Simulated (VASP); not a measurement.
# Ni (Im-3m) in VASP: notebook

One crystal, Ni, is run at these levels: PBEsol, r2SCAN; tasks: single point.

Program: VASP 6.6.1. These are calculated values, not measurements. Logs are shortened: lines on timing, memory, paths and dates and some standing lists are left out, and cuts for length are marked.

## 1. Starting point

Symmetry: Im-3m, No. 229, cubic system. Conventional cell: a = 2.755 Å, b = 2.755 Å, c = 2.755 Å, α = 90.00°, β = 90.00°, γ = 90.00°. Ni (site symmetry m-3m) has 8 Ni at 2.39 Å as nearest neighbours.

This isn't the form of Ni at room conditions, which is fcc.

## 2. Single point, PBEsol, collinear spin, ferromagnetic start

File INCAR:

```
PREC     = Accurate       # precision mode
ENCUT    = 700            # plane-wave cutoff, eV
EDIFF    = 1E-6           # SCF threshold, eV
ISMEAR   = 0              # smearing method
SIGMA    = 0.1            # smearing width, eV
LREAL    = False          # projectors in reciprocal space
LASPH    = True           # aspherical terms in the spheres
NELM     = 150            # most SCF steps
ALGO     = Normal         # electronic algorithm
ISIF     = 2              # what is computed and relaxed
LWAVE    = False          # write WAVECAR
LCHARG   = False          # write CHGCAR
ISPIN    = 2              # spin polarisation
MAGMOM   = 1              # initial moments
LORBIT   = 11             # projections on sites
LMAXMIX  = 4              # l up to which the mixer works
GGA      = PS             # functional
NBANDS   = 15             # bands
```

File KPOINTS:

```
Automatic mesh
0
Gamma
  20 20 20
```

File POSCAR:

```
Ni
1.0
   -1.3777400000      1.3777400000      1.3777400000
    1.3777400000     -1.3777400000      1.3777400000
    1.3777400000      1.3777400000     -1.3777400000
Ni
1
Direct
    0.0000000000      0.0000000000      0.0000000000
```

Potentials or basis: VASP PAW PBE potentials, release 64 (Ni).

Launch:

```console
> cat potpaw_PBE.64/Ni/POTCAR > POTCAR
> mpirun -np 1 vasp_std > vasp.out
```

OUTCAR:

```text
PREC = Accurate
   ENCUT = 700
   EDIFF = 1E-6
   ISMEAR = 0
   LREAL = False
   LASPH = True
   NELM = 150
   ISIF = 2
   ISPIN = 2
   LORBIT = 11
   GGA = PS

 ion  position               nearest neighbor table
   1  0.000  0.000  0.000-

  LATTYP: Found a body centered cubic cell.
 ALAT       =     2.7554800000

  Lattice vectors:

 A1 = (  -1.3777400000,   1.3777400000,   1.3777400000)
 A2 = (   1.3777400000,  -1.3777400000,   1.3777400000)
 A3 = (   1.3777400000,   1.3777400000,  -1.3777400000)

Analysis of symmetry for initial positions (statically):
=====================================================================
 Subroutine PRICEL returns:
 Original cell was already a primitive cell.

 Routine SETGRP: Setting up the symmetry group for a
 body centered cubic supercell.

 Subroutine GETGRP returns: Found 48 space group operations
 (whereof 48 operations were pure point group operations)
 out of a pool of 48 trial point group operations.

The static configuration has the point symmetry O_h .

Analysis of symmetry for dynamics (positions and initial velocities):
=====================================================================
 Subroutine PRICEL returns:
 Original cell was already a primitive cell.

 Routine SETGRP: Setting up the symmetry group for a
 body centered cubic supercell.

 Subroutine GETGRP returns: Found 48 space group operations
 (whereof 48 operations were pure point group operations)
 out of a pool of 48 trial point group operations.

The dynamic configuration has the point symmetry O_h .

Analysis of structural, dynamic, and magnetic symmetry:
=====================================================================
 Subroutine PRICEL returns:
 Original cell was already a primitive cell.

 Routine SETGRP: Setting up the symmetry group for a
 body centered cubic supercell.

 Subroutine GETGRP returns: Found 48 space group operations
 (whereof 48 operations were pure point group operations)
 out of a pool of 48 trial point group operations.

The overall configuration has the point symmetry O_h .

 Subroutine INISYM returns: Found 48 space group operations
 (whereof 48 operations are pure point group operations),
 and found     1 'primitive' translations

----------------------------------------------------------------------------------------

                                     Primitive cell

  volume of cell :      10.4607

  direct lattice vectors                    reciprocal lattice vectors
    -1.377740000  1.377740000  1.377740000     0.000000000  0.362913177  0.362913177
     1.377740000 -1.377740000  1.377740000     0.362913177  0.000000000  0.362913177
     1.377740000  1.377740000 -1.377740000     0.362913177  0.362913177  0.000000000

  length of vectors
     2.386315680  2.386315680  2.386315680     0.513236736  0.513236736  0.513236736

  position of ions in fractional coordinates (direct lattice)
     0.000000000  0.000000000  0.000000000

  ion indices of the primitive-cell ions
   primitive index   ion index
                 1           1

----------------------------------------------------------------------------------------

 KPOINTS: Automatic mesh

Automatic generation of k-mesh.
 Grid dimensions read from file:
 generate k-points for:   20   20   20

 Generating k-lattice:

  Cartesian coordinates                     Fractional coordinates (reciprocal lattice)
     0.000000000  0.018145659  0.018145659     0.050000000  0.000000000  0.000000000
     0.018145659  0.000000000  0.018145659     0.000000000  0.050000000  0.000000000
     0.018145659  0.018145659  0.000000000     0.000000000  0.000000000  0.050000000

  Length of vectors
     0.025661837  0.025661837  0.025661837

  Shift w.r.t. Gamma in fractional coordinates (k-lattice)
     0.000000000  0.000000000  0.000000000

 Subroutine IBZKPT returns following result:
 ===========================================

 Found    256 irreducible k-points:

 Following reciprocal coordinates:
            Coordinates               Weight
  0.000000  0.000000  0.000000      1.000000
  0.050000  0.000000  0.000000     12.000000
  0.100000  0.000000  0.000000     12.000000
  0.150000  0.000000  0.000000     12.000000
  0.200000  0.000000  0.000000     12.000000
  0.250000  0.000000  0.000000     12.000000
[... 16 lines left out ...]
  0.200000  0.100000  0.000000     48.000000
  0.250000  0.100000  0.000000     48.000000
 [... further k-points ...]
   k-points           NKPTS =    256   k-points in BZ     NKDIM =    256   number of bands    NBANDS=     15
   number of dos      NEDOS =    301   number of ions     NIONS =      1
   total plane-waves  NPLWV =  13824
   dimension x,y,z NGX =    24 NGY =   24 NGZ =   24
   dimension x,y,z NGXF=    48 NGYF=   48 NGZF=   48
   ions per type =               1
   NGX,Y,Z   is equivalent  to a cutoff of  16.72, 16.72, 16.72 a.u.
   NGXF,Y,Z  is equivalent  to a cutoff of  33.44, 33.44, 33.44 a.u.
 SYSTEM =  unknown system
   PREC   = accura    normal or accurate (medium, high low for compatibility)
   ISTART =      0    job   : 0-new  1-cont  2-samecut
   ICHARG =      2    charge: 1-file 2-atom 10-const
   ISPIN  =      2    spin polarized calculation?
   LNONCOLLINEAR =      F non collinear calculations
   LSORBIT =      F    spin-orbit coupling
   LASPH  =      T    aspherical Exc in radial PAW
   ENCUT  =  700.0 eV  51.45 Ry    7.17 a.u.   5.15  5.15  5.15*2*pi/ulx,y,z
   NELM   =    150;   NELMIN=  2; NELMDL= -5     # of ELM steps
   EDIFF  = 0.1E-05   stopping-criterion for ELM
   LREAL  =      F    real-space projection
   EDIFFG = 0.1E-04   stopping-criterion for IOM
   NSW    =      0    number of steps for IOM
   IBRION =     -1    ionic relax: 0-MD 1-quasi-New 2-CG
   NFREE  =      0    steps in history (QN), initial steepest desc. (CG)
   ISIF   =      2    stress and relaxation
   ISYM   =      2    0-nonsym 1-usesym 2-fastsym
   POTIM  = 0.5000    time-step for ionic-motion
   TEBEG  =    0.0;   TEEND  =   0.0 temperature during run
   PSTRESS=    0.0 pullay stress
   NELECT =      10.0000    total number of electrons
   NUPDOWN=      -1.0000    fix difference up-down
   EMIN   =  10.00;   EMAX   =-10.00  energy-range for DOS
   EFERMI =   0.00;   METHOD = LEGACY
   ISMEAR =     0;   SIGMA  =   0.10  broadening in eV -4-tet -1-fermi 0-gaus
   EFERMI_NEDOS =   21; number of points for ismear=-14 and -15
   IALGO  =     38    algorithm
   IMIX   =      4    mixing-type and parameters
     AMIX     =   0.40;   BMIX     =  1.00
     AMIX_MAG =   1.60;   BMIX_MAG =  1.00
  volume/ion in A,a.u.               =      10.46        70.59
  Fermi-wavevector in a.u.,A,eV,Ry     =   1.612702  3.047566 35.386155  2.600809
  Thomas-Fermi vector in A             =   2.707890
   LORBIT       =     11    0 simple, 1 ext, 2 COOP (PROOUT), +10 PAW based schemes
   GGA     = PS    functional components
   LHFCALC =     F    Hartree Fock is set to
   AEXX    =    0.0000 exact exchange contribution
   IVDW    =     0    specifies the selected vdW correction
   LEPSILON=     F    determine dielectric tensor
   LRPA    =     F    only Hartree local field effects (RPA)
 spin polarized calculation
 Gauss-broadening in eV      SIGMA  =   0.10
  energy-cutoff  :      700.00
  volume of cell :       10.46
 maximum number of plane-waves:       466
 NGX is ok and might be reduce to    24
   NGX = 11   NGY = 11   NGZ = 11

 number of electron      10.0000003 magnetization       0.5384865

 Free energy of the ion-electron system (eV)
  ---------------------------------------------------
  ext. energy  EPLUGINS =         0.00000000
  ---------------------------------------------------
  free energy    TOTEN  =        -6.03717580 eV

  energy without entropy =       -6.02949752  energy(sigma->0) =       -6.03333666

 E-fermi :   9.6165     XC(G=0): -13.6648

 val. band max:        9.6113296658   @ k =  -0.3000   0.4000   0.1000
 cond. band min:       9.6176531867   @ k =   0.2000   0.1000   0.1000
 fundamental gap:      0.0063235209
 Fermi energy:         9.6164590030

 spin component 1

 k-point     1 :       0.0000    0.0000    0.0000
  band No.  band energies     occupation
      1       0.4134      1.00000
      2       7.2390      1.00000
      3       7.2390      1.00000
      4       7.2390      1.00000
      5       8.7386      1.00000
      6       8.7386      1.00000
      7      36.4626      0.00000
      8      36.4626      0.00000
      9      36.4626      0.00000
     10      41.6216      0.00000
     11      41.6216      0.00000
     12      42.9664      0.00000
     13      42.9664      0.00000
     14      42.9664      0.00000
     15      43.5476      0.00000
[... 397 lines left out ...]
 k-point    24 :       0.2500    0.1000    0.0000
  band No.  band energies     occupation
      1       3.8943      1.00000
      2       6.6019      1.00000
      3       7.0119      1.00000
      4       8.4641      1.00000
      5       8.8496      1.00000
      6       9.0702      1.00000
      7      23.3612      0.00000
      8      28.3740      0.00000
      9      31.8082      0.00000
     10      36.0081      0.00000
     11      40.3727      0.00000
     12      42.0338      0.00000
     13      48.3731      0.00000
     14      50.4911      0.00000
     15      54.4213      0.00000

 [... further k-points ...]

 spin component 2

 k-point     1 :       0.0000    0.0000    0.0000
  band No.  band energies     occupation
      1       0.4228      1.00000
      2       7.8737      1.00000
      3       7.8737      1.00000
      4       7.8737      1.00000
      5       9.2201      1.00000
      6       9.2201      1.00000
      7      36.4000      0.00000
      8      36.4000      0.00000
      9      36.4000      0.00000
     10      41.5857      0.00000
     11      41.5857      0.00000
     12      43.1409      0.00000
     13      43.1409      0.00000
     14      43.1409      0.00000
     15      43.7123      0.00000
[... 397 lines left out ...]
 k-point    24 :       0.2500    0.1000    0.0000
  band No.  band energies     occupation
      1       3.9763      1.00000
      2       7.1858      1.00000
      3       7.4887      1.00000
      4       8.9904      1.00000
      5       9.3797      0.99959
      6       9.6893      0.15155
      7      23.5188      0.00000
      8      28.4552      0.00000
      9      31.9017      0.00000
     10      36.0611      0.00000
     11      40.4548      0.00000
     12      42.0870      0.00000
     13      48.4083      0.00000
     14      50.5701      0.00000
     15      54.5682      0.00000

 [... further k-points ...]

------------------------ aborting loop because EDIFF is reached ----------------------------------------

  FORCE on cell =-STRESS in cart. coord.  units (eV):
  Direction    XX          YY          ZZ          XY          YZ          ZX
  --------------------------------------------------------------------------------------
  -------------------------------------------------------------------------------------
  Total        0.0061683      0.0061683      0.0061683     -0.0000000      0.0000000      0.0000000
  in kB        0.9447512      0.9447512      0.9447512     -0.0000000      0.0000000      0.0000000
  external PRESSURE =       0.9447512 kB  Pullay stress =       0.0000000 kB

 VOLUME and BASIS-vectors are now :
 -----------------------------------------------------------------------------
  energy-cutoff  :      700.00
  volume of cell :       10.46
      direct lattice vectors                 reciprocal lattice vectors
    -1.377740000  1.377740000  1.377740000     0.000000000  0.362913177  0.362913177
     1.377740000 -1.377740000  1.377740000     0.362913177  0.000000000  0.362913177
     1.377740000  1.377740000 -1.377740000     0.362913177  0.362913177  0.000000000

 POSITION                                       TOTAL-FORCE (eV/Angst)
 -----------------------------------------------------------------------------------
      0.00000      0.00000      0.00000         0.000000      0.000000     -0.000000
 -----------------------------------------------------------------------------------
    total drift:                               -0.000000      0.000000      0.000000

  FREE ENERGIE OF THE ION-ELECTRON SYSTEM (eV)
  ---------------------------------------------------
  free  energy   TOTEN  =        -6.0371757973 eV

  energy  without entropy=       -6.0294975162  energy(sigma->0) =       -6.03333666

 total charge

# of ion       s       p       d       tot
------------------------------------------
    1        0.511   0.529   8.351   9.390

 magnetization (x)

# of ion       s       p       d       tot
------------------------------------------
    1       -0.004  -0.015   0.560   0.541
```

Run time: 42 s. Hardware: 1 thread of Intel Xeon 6975P-C (Granite Rapids), shared host; peak memory 0.22 GiB.

Results:

```
Free energy                                           : -6.0372 eV
Pressure                                              : 0.1 GPa
Band gap on the k mesh                                : none (metal or under the smearing width)
Net moment                                            : 0.54 μB per cell
Site moments                                          : Ni +0.54 μB
Valence electrons inside the program's atomic spheres : Ni 9.39
```

Levels at points of the mesh, in eV from the Fermi level:
Spin up:
```
           k point  band 2  band 3  band 4  band 5  band 6  band 7  band 8  band 9
(0.00, 0.00, 0.00)   -2.38   -2.38   -2.38   -0.88   -0.88   26.85   26.85   26.85
(0.50, 0.00, 0.00)   -3.35   -0.96   -0.71    0.01    0.18    6.78   19.44   20.57
(0.50, 0.50, 0.50)   -4.40   -0.23   -0.23   -0.23    9.97    9.97    9.97   16.05
```
Spin down:
```tsv
k point	band 2	band 3	band 4	band 5	band 6	band 7	band 8	band 9
(0.00, 0.00, 0.00)	-1.74	-1.74	-1.74	-0.40	-0.40	26.78	26.78	26.78
(0.50, 0.00, 0.00)	-2.78	-0.42	-0.22	0.18	0.74	7.12	19.40	20.68
(0.50, 0.50, 0.50)	-4.08	0.49	0.49	0.49	10.03	10.03	10.03	16.19
```

Caveat: the PAW data sets were made with another functional, which shifts forces and pressure a little.

## 3. Single point, PBEsol, collinear spin, ferromagnetic start

Changes to INCAR since step 2:

```diff
@@ -1,3 +1,3 @@
 PREC     = Accurate       # precision mode
-ENCUT    = 700            # plane-wave cutoff, eV
+ENCUT    = 520            # plane-wave cutoff, eV
 EDIFF    = 1E-6           # SCF threshold, eV
```

File KPOINTS:

```
Automatic mesh
0
Gamma
  32 32 32
```

POSCAR is that of step 2.

Potentials or basis: VASP PAW PBE potentials, release 64 (Ni).

Launch:

```console
> cat potpaw_PBE.64/Ni/POTCAR > POTCAR
> mpirun -np 1 vasp_std > vasp.out
```

Run time: 1.8 min. Hardware: 1 thread of Intel Xeon 6975P-C (Granite Rapids), shared host; peak memory 0.32 GiB.

It converged, with:

```yaml
Free_energy: -6.0380 eV
Pressure: 0.0 GPa
Band_gap_on_the_k_mesh: none (metal or under the smearing width)
Net_moment: 0.52 μB per cell
Site_moments: Ni +0.52 μB
Valence_electrons_inside_the_program's_atomic_spheres: Ni 9.39
```

Levels at points of the mesh, in eV from the Fermi level:
Spin up:
```
           k point  band 3  band 4  band 5  band 6  band 7  band 8
(0.00, 0.00, 0.00)   -2.36   -2.36   -0.86   -0.86   26.85   26.85
(0.50, 0.00, 0.00)   -0.94   -0.69    0.03    0.19    6.79   19.45
(0.50, 0.50, 0.50)   -0.20   -0.20   -0.20    9.99    9.99    9.99
```
Spin down:
```
           k point  band 1  band 2  band 3  band 4  band 5  band 6  band 7  band 8  band 9  band 10
(0.00, 0.00, 0.00)   -9.19   -1.74   -1.74   -1.74   -0.39   -0.39   26.79   26.79   26.79    31.98
(0.50, 0.00, 0.00)   -4.48   -2.78   -0.42   -0.22    0.19    0.73    7.12   19.41   20.68    24.50
(0.50, 0.50, 0.50)   -4.07   -4.07    0.49    0.49    0.49   10.03   10.03   10.03   16.19    16.19
```

Caveat: the PAW data sets were made with another functional, which shifts forces and pressure a little.

[end of part 1 of 2]
